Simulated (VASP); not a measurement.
# Ga (Fd-3m) in VASP: further runs

The runs below take Ga through single point, with RPBE.

All numbers are computed with VASP 6.6.1; they aren't measurements. Logs are shortened: lines on timing, memory, paths and dates and some standing lists are left out, and cuts for length are marked.

**1. The crystal as given**

Symmetry: Fd-3m, No. 227, cubic system. The conventional cell has a = 5.972 Å, b = 5.972 Å, c = 5.972 Å, α = 90.00°, β = 90.00°, γ = 90.00°. Around Ga (site symmetry -43m) lie 4 Ga at 2.59 Å.

This isn't the form of Ga at room conditions, which is orthorhombic.

**2. Single point, RPBE**

INCAR

```
SYSTEM = Ga
  ALGO = Fast
  EDIFF = 1E-7
  ENCUT = 520
  GGA = RP
  ISIF = 2
  ISMEAR = -1
  LASPH = .TRUE.
  LCHARG = .FALSE.
  LREAL = .FALSE.
  LWAVE = .FALSE.
  NBANDS = 20
  NELM = 100
  PREC = Accurate
  SIGMA = 0.1
```

KPOINTS

```
k-points
0
G
  15 15 15
  0 0 0
```

POSCAR

```
Ga
1.0
    0.0000000000      2.9858606289      2.9858606289
    2.9858606289      0.0000000000      2.9858606289
    2.9858606289      2.9858606289      0.0000000000
Ga
2
Direct
    0.1250000000      0.1250000000      0.1250000000
    0.8750000000      0.8750000000      0.8750000000
```

Potentials or basis: VASP PAW PBE potentials, release 64 (Ga_d).

Command:

```bash
> cat potpaw_PBE.64/Ga_d/POTCAR > POTCAR
> mpirun -np 1 vasp_std > vasp.out
```

OUTCAR:

```text
SYSTEM = Ga
   EDIFF = 1E-7
   ENCUT = 520
   GGA = RP
   ISIF = 2
   ISMEAR = -1
   LASPH = .TRUE.
   LREAL = .FALSE.
   NELM = 100
   PREC = Accurate

 ion  position               nearest neighbor table
   1  0.125  0.125  0.125-   2 2.59   2 2.59   2 2.59   2 2.59
   2  0.875  0.875  0.875-   1 2.59   1 2.59   1 2.59   1 2.59

  LATTYP: Found a face centered cubic cell.
 ALAT       =     5.9717212578

  Lattice vectors:

 A1 = (   0.0000000000,   2.9858606289,   2.9858606289)
 A2 = (   2.9858606289,   0.0000000000,   2.9858606289)
 A3 = (   2.9858606289,   2.9858606289,   0.0000000000)

Analysis of symmetry for initial positions (statically):
=====================================================================
 Subroutine PRICEL returns:
 Original cell was already a primitive cell.

 Routine SETGRP: Setting up the symmetry group for a
 face centered cubic supercell.

 Subroutine GETGRP returns: Found 48 space group operations
 (whereof 12 operations were pure point group operations)
 out of a pool of 48 trial point group operations.

The static configuration has the point symmetry D_3d.
 The point group associated with its full space group is O_h .

Analysis of symmetry for dynamics (positions and initial velocities):
=====================================================================
 Subroutine PRICEL returns:
 Original cell was already a primitive cell.

 Routine SETGRP: Setting up the symmetry group for a
 face centered cubic supercell.

 Subroutine GETGRP returns: Found 48 space group operations
 (whereof 12 operations were pure point group operations)
 out of a pool of 48 trial point group operations.

The dynamic configuration has the point symmetry D_3d.
 The point group associated with its full space group is O_h .

 Subroutine INISYM returns: Found 48 space group operations
 (whereof 12 operations are pure point group operations),
 and found     1 'primitive' translations

----------------------------------------------------------------------------------------

                                     Primitive cell

  volume of cell :      53.2401

  direct lattice vectors                    reciprocal lattice vectors
     0.000000000  2.985860629  2.985860629    -0.167455907  0.167455907  0.167455907
     2.985860629  0.000000000  2.985860629     0.167455907 -0.167455907  0.167455907
     2.985860629  2.985860629  0.000000000     0.167455907  0.167455907 -0.167455907

  length of vectors
     4.222644597  4.222644597  4.222644597     0.290042139  0.290042139  0.290042139

  position of ions in fractional coordinates (direct lattice)
     0.125000000  0.125000000  0.125000000
     0.875000000  0.875000000  0.875000000

  ion indices of the primitive-cell ions
   primitive index   ion index
                 1           1
                 2           2

----------------------------------------------------------------------------------------

 KPOINTS: k-points

Automatic generation of k-mesh.
 Grid dimensions read from file:
 generate k-points for:   15   15   15

 Generating k-lattice:

  Cartesian coordinates                     Fractional coordinates (reciprocal lattice)
    -0.011163727  0.011163727  0.011163727     0.066666667  0.000000000  0.000000000
     0.011163727 -0.011163727  0.011163727     0.000000000  0.066666667  0.000000000
     0.011163727  0.011163727 -0.011163727     0.000000000  0.000000000  0.066666667

  Length of vectors
     0.019336143  0.019336143  0.019336143

  Shift w.r.t. Gamma in fractional coordinates (k-lattice)
     0.000000000  0.000000000  0.000000000

 Subroutine IBZKPT returns following result:
 ===========================================

 Found    120 irreducible k-points:

 Following reciprocal coordinates:
            Coordinates               Weight
  0.000000  0.000000  0.000000      1.000000
  0.066667  0.000000  0.000000      8.000000
  0.133333  0.000000  0.000000      8.000000
  0.200000  0.000000  0.000000      8.000000
  0.266667  0.000000  0.000000      8.000000
  0.333333  0.000000  0.000000      8.000000
[... 16 lines left out ...]
  0.133333  0.133333  0.000000      6.000000
  0.200000  0.133333  0.000000     24.000000
 [... further k-points ...]
   k-points           NKPTS =    120   k-points in BZ     NKDIM =    120   number of bands    NBANDS=     20
   number of dos      NEDOS =    301   number of ions     NIONS =      2
   total plane-waves  NPLWV =  32768
   dimension x,y,z NGX =    32 NGY =   32 NGZ =   32
   dimension x,y,z NGXF=    64 NGYF=   64 NGZF=   64
   ions per type =               2
   NGX,Y,Z   is equivalent  to a cutoff of  12.60, 12.60, 12.60 a.u.
   NGXF,Y,Z  is equivalent  to a cutoff of  25.20, 25.20, 25.20 a.u.
 SYSTEM =  Ga
   PREC   = accura    normal or accurate (medium, high low for compatibility)
   ISTART =      0    job   : 0-new  1-cont  2-samecut
   ICHARG =      2    charge: 1-file 2-atom 10-const
   ISPIN  =      1    spin polarized calculation?
   LNONCOLLINEAR =      F non collinear calculations
   LSORBIT =      F    spin-orbit coupling
   LASPH  =      T    aspherical Exc in radial PAW
   ENCUT  =  520.0 eV  38.22 Ry    6.18 a.u.   7.85  7.85  7.85*2*pi/ulx,y,z
   NELM   =    100;   NELMIN=  2; NELMDL= -5     # of ELM steps
   EDIFF  = 0.1E-06   stopping-criterion for ELM
   LREAL  =      F    real-space projection
   EDIFFG = 0.1E-05   stopping-criterion for IOM
   NSW    =      0    number of steps for IOM
   IBRION =     -1    ionic relax: 0-MD 1-quasi-New 2-CG
   NFREE  =      0    steps in history (QN), initial steepest desc. (CG)
   ISIF   =      2    stress and relaxation
   ISYM   =      2    0-nonsym 1-usesym 2-fastsym
   POTIM  = 0.5000    time-step for ionic-motion
   TEBEG  =    0.0;   TEEND  =   0.0 temperature during run
   PSTRESS=    0.0 pullay stress
   NELECT =      26.0000    total number of electrons
   NUPDOWN=      -1.0000    fix difference up-down
   EMIN   =  10.00;   EMAX   =-10.00  energy-range for DOS
   EFERMI =   0.00;   METHOD = LEGACY
   ISMEAR =    -1;   SIGMA  =   0.10  broadening in eV -4-tet -1-fermi 0-gaus
   EFERMI_NEDOS =   21; number of points for ismear=-14 and -15
   IALGO  =     68    algorithm
   IMIX   =      4    mixing-type and parameters
     AMIX     =   0.40;   BMIX     =  1.00
     AMIX_MAG =   1.60;   BMIX_MAG =  1.00
  volume/ion in A,a.u.               =      26.62       179.64
  Fermi-wavevector in a.u.,A,eV,Ry     =   1.289198  2.436232 22.613324  1.662032
  Thomas-Fermi vector in A             =   2.421106
   LORBIT       =      0    0 simple, 1 ext, 2 COOP (PROOUT), +10 PAW based schemes
   GGA     = RP    functional components
   LHFCALC =     F    Hartree Fock is set to
   AEXX    =    0.0000 exact exchange contribution
   IVDW    =     0    specifies the selected vdW correction
   LEPSILON=     F    determine dielectric tensor
   LRPA    =     F    only Hartree local field effects (RPA)
 non-spin polarized calculation
 RMM-DIIS sequential band-by-band and
  energy-cutoff  :      520.00
  volume of cell :       53.24
 maximum number of plane-waves:      1459
   NGX = 15   NGY = 15   NGZ = 15

 number of electron      26.0000025 magnetization

 Free energy of the ion-electron system (eV)
  ---------------------------------------------------
  ext. energy  EPLUGINS =         0.00000000
  ---------------------------------------------------
  free energy    TOTEN  =        -4.60626254 eV

  energy without entropy =       -4.55944992  energy(sigma->0) =       -4.58285623

 E-fermi :   2.4309     XC(G=0):  -8.9324

 val. band max:        2.4299659742   @ k =   0.3333   0.3333   0.0000
 cond. band min:       2.4368119244   @ k =   0.4000   0.3333   0.0667
 fundamental gap:      0.0068459502
 Fermi energy:         2.4308902823

 k-point     1 :       0.0000    0.0000    0.0000
  band No.  band energies     occupation
      1     -12.3397      2.00000
      2     -12.3397      2.00000
      3     -12.3397      2.00000
      4     -12.3029      2.00000
      5     -12.3029      2.00000
      6     -12.0304      2.00000
[... 12 lines left out ...]
     19       9.9249      0.00000
     20      13.1598      0.00000

 k-point     2 :       0.0667    0.0000    0.0000
  band No.  band energies     occupation
      1     -12.3443      2.00000
      2     -12.3443      2.00000
      3     -12.3389      2.00000
      4     -12.2966      2.00000
      5     -12.2966      2.00000
      6     -12.0335      2.00000
[... 12 lines left out ...]
     19      10.2409      0.00000
     20      12.6252      0.00000

 k-point     3 :       0.1333    0.0000    0.0000
  band No.  band energies     occupation
      1     -12.3527      2.00000
      2     -12.3527      2.00000
      3     -12.3367      2.00000
      4     -12.2839      2.00000
      5     -12.2839      2.00000
      6     -12.0404      2.00000
[... 12 lines left out ...]
     19      10.9851      0.00000
     20      12.0821      0.00000

 k-point     4 :       0.2000    0.0000    0.0000
  band No.  band energies     occupation
      1     -12.3599      2.00000
      2     -12.3599      2.00000
      3     -12.3336      2.00000
      4     -12.2708      2.00000
      5     -12.2708      2.00000
      6     -12.0476      2.00000
[... 12 lines left out ...]
     19      11.4451      0.00000
     20      11.8423      0.00000

 k-point     5 :       0.2667    0.0000    0.0000
  band No.  band energies     occupation
      1     -12.3647      2.00000
      2     -12.3647      2.00000
      3     -12.3300      2.00000
      4     -12.2604      2.00000
      5     -12.2604      2.00000
      6     -12.0530      2.00000
[... 12 lines left out ...]
     19      11.2611      0.00000
     20      12.0088      0.00000
[... 353 lines left out ...]
      6     -12.0546      2.00000
[... 12 lines left out ...]
     19      11.4116      0.00000
     20      11.4825      0.00000

 k-point    22 :      -0.0667    0.0667    0.0000
  band No.  band energies     occupation
      1     -12.3530      2.00000
      2     -12.3435      2.00000
      3     -12.3408      2.00000
      4     -12.2922      2.00000
      5     -12.2849      2.00000
      6     -12.0438      2.00000
[... 12 lines left out ...]
     19      10.6950      0.00000
     20      11.9463      0.00000

 k-point    23 :       0.1333    0.1333    0.0000
  band No.  band energies     occupation
      1     -12.3569      2.00000
      2     -12.3465      2.00000
      3     -12.3465      2.00000
      4     -12.2883      2.00000
      5     -12.2640      2.00000
      6     -12.0773      2.00000
[... 12 lines left out ...]
     19      10.8592      0.00000
     20      11.2913      0.00000

 k-point    24 :       0.2000    0.1333    0.0000
  band No.  band energies     occupation
      1     -12.3637      2.00000
      2     -12.3512      2.00000
      3     -12.3452      2.00000
      4     -12.2786      2.00000
      5     -12.2490      2.00000
      6     -12.0939      2.00000
[... 12 lines left out ...]
     19      10.7548      0.00000
     20      11.9812      0.00000

 [... further k-points ...]

------------------------ aborting loop because EDIFF is reached ----------------------------------------

  FORCE on cell =-STRESS in cart. coord.  units (eV):
  Direction    XX          YY          ZZ          XY          YZ          ZX
  --------------------------------------------------------------------------------------
  -------------------------------------------------------------------------------------
  Total        0.0353170      0.0353170      0.0353170     -0.0000000      0.0000000      0.0000000
  in kB        1.0628091      1.0628091      1.0628091     -0.0000000      0.0000000      0.0000000
  external PRESSURE =       1.0628091 kB  Pullay stress =       0.0000000 kB

 VOLUME and BASIS-vectors are now :
 -----------------------------------------------------------------------------
  energy-cutoff  :      520.00
  volume of cell :       53.24
      direct lattice vectors                 reciprocal lattice vectors
     0.000000000  2.985860629  2.985860629    -0.167455907  0.167455907  0.167455907
     2.985860629  0.000000000  2.985860629     0.167455907 -0.167455907  0.167455907
     2.985860629  2.985860629  0.000000000     0.167455907  0.167455907 -0.167455907

 POSITION                                       TOTAL-FORCE (eV/Angst)
 -----------------------------------------------------------------------------------
      0.74647      0.74647      0.74647         0.000000     -0.000000      0.000000
      5.22526      5.22526      5.22526        -0.000000      0.000000     -0.000000
 -----------------------------------------------------------------------------------
    total drift:                                0.000000      0.000000     -0.000000

  FREE ENERGIE OF THE ION-ELECTRON SYSTEM (eV)
  ---------------------------------------------------
  free  energy   TOTEN  =        -4.6062625424 eV

  energy  without entropy=       -4.5594499186  energy(sigma->0) =       -4.58285623
```

Wall time 39 s (1 thread of Intel Xeon 6975P-C (Granite Rapids), shared host); peak memory 0.24 GiB.

What came out:

```
Free energy            : -4.6063 eV
Pressure               : 0.1 GPa
Band gap on the k mesh : none (metal or under the smearing width)
```

Caveat: the PAW data sets were made with another functional, which shifts forces and pressure a little.

**3. Single point, RPBE**

This run uses another cell than the first one, of 28.75 Å³/atom, 1.080 times its volume.

INCAR

```
PREC = Accurate
ENCUT = 520
EDIFF = 1E-6
ISMEAR = -1
SIGMA = 0.1
LREAL = False
LASPH = True
NELM = 60
ALGO = Fast
ISIF = 2
LWAVE = False
LCHARG = False
GGA = RP
NBANDS = 20
```

KPOINTS

```
Automatic mesh
0
Gamma
  10 10 10
```

POSCAR

```
Ga
1.0
    0.0000000000      3.0634499133      3.0634499133
    3.0634499133      0.0000000000      3.0634499133
    3.0634499133      3.0634499133      0.0000000000
Ga
2
Direct
    0.1250000000      0.1250000000      0.1250000000
    0.8750000000      0.8750000000      0.8750000000
```

Potentials or basis: VASP PAW PBE potentials, release 64 (Ga_d).

Command:

```bash
> cat potpaw_PBE.64/Ga_d/POTCAR > POTCAR
> mpirun -np 1 vasp_std > vasp.out
```

Run time: 15 s. Hardware: 1 thread of Intel Xeon 6975P-C (Granite Rapids), shared host; peak memory 0.19 GiB.

Results (log left out):

| Property | Result |
| --- | --- |
| Free energy | -4.5853 eV |
| Pressure | -1.8 GPa |
| Band gap on the k mesh | none (metal or under the smearing width) |

Levels at points of the mesh, in eV from the Fermi level:
| k point | band 10 | band 11 | band 12 | band 13 | band 14 | band 15 | band 16 | band 17 |
| --- | --- | --- | --- | --- | --- | --- | --- | --- |
| (0.00, 0.00, 0.00) | -14.47 | -8.73 | 2.22 | 2.38 | 2.38 | 2.38 | 4.40 | 4.40 |
| (0.50, 0.00, 0.00) | -14.45 | -6.88 | -4.33 | 1.11 | 1.11 | 2.26 | 5.36 | 5.36 |
| (0.50, 0.50, 0.00) | -14.43 | -5.34 | -5.34 | -0.41 | -0.41 | 2.63 | 2.63 | 10.49 |

Caveat: the PAW data sets were made with another functional, which shifts forces and pressure a little.

**4. Single point, RPBE**

This run uses another cell than the first one, of 27.68 Å³/atom, 1.040 times its volume.

INCAR

```
SYSTEM = Ga
PREC = Accurate ; ENCUT = 520
EDIFF = 1E-6 ; ISMEAR = -1
SIGMA = 0.1 ; LREAL = .False.
LASPH = .True. ; NELM = 100
ALGO = Fast ; ISIF = 2
LWAVE = .False. ; LCHARG = .False.
GGA = RP ; NBANDS = 20
```

KPOINTS

```
regular mesh
0
Gamma
  10 10 10
  0 0 0
```

POSCAR

```
Ga
1.0
    0.0000000000      3.0251527747      3.0251527747
    3.0251527747      0.0000000000      3.0251527747
    3.0251527747      3.0251527747      0.0000000000
Ga
2
Direct
    0.1250000000      0.1250000000      0.1250000000
    0.8750000000      0.8750000000      0.8750000000
```

Command:

```bash
> cat potpaw_PBE.64/Ga_d/POTCAR > POTCAR
> mpirun -np 1 vasp_std > vasp.out
```

It took 15 s on 1 thread of Intel Xeon 6975P-C (Granite Rapids), shared host; peak memory 0.19 GiB.

Results (log left out):

- Free energy: -4.6039 eV
- Pressure: -0.9 GPa
- Band gap on the k mesh: none (metal or under the smearing width)

Levels at points of the mesh, in eV from the Fermi level:
```tsv
k point	band 10	band 11	band 12	band 13	band 14	band 15	band 16	band 17
(0.00, 0.00, 0.00)	-14.45	-8.90	2.48	2.48	2.48	2.59	4.50	4.50
(0.50, 0.00, 0.00)	-14.43	-6.96	-4.40	1.15	1.15	2.44	5.47	5.47
(0.50, 0.50, 0.00)	-14.41	-5.38	-5.38	-0.44	-0.44	2.68	2.68	10.85
```

Caveat: the PAW data sets were made with another functional, which shifts forces and pressure a little.

**5. The runs side by side**

| cell | k mesh | further INCAR settings | gap on the mesh (eV) | pressure (GPa) |
| --- | --- | --- | --- | --- |
| Fd-3m, 26.62 Å³/atom | 15 × 15 × 15 | ALGO = Fast; EDIFF = 1e-07; NBANDS = 20 | none | 0.1 |
| Fd-3m, 28.75 Å³/atom | 10 × 10 × 10 | ALGO = Fast; EDIFF = 1e-06; NBANDS = 20 | none | -1.8 |
| Fd-3m, 27.68 Å³/atom | 10 × 10 × 10 | ALGO = Fast; EDIFF = 1e-06; NBANDS = 20 | none | -0.9 |

Alike in all rows: task single point; level RPBE; potentials or basis VASP PAW PBE potentials, release 64 (Ga_d); no spin polarisation; cutoff (eV) 520; smearing fermi-dirac 0.1 eV.

Every run on the cell as given and a fine mesh finds a metal.

Caveats: the PAW data sets were made with another functional, which shifts forces and pressure a little.

Total energies depend on the potentials used, so only differences within one code and one set of settings carry meaning.
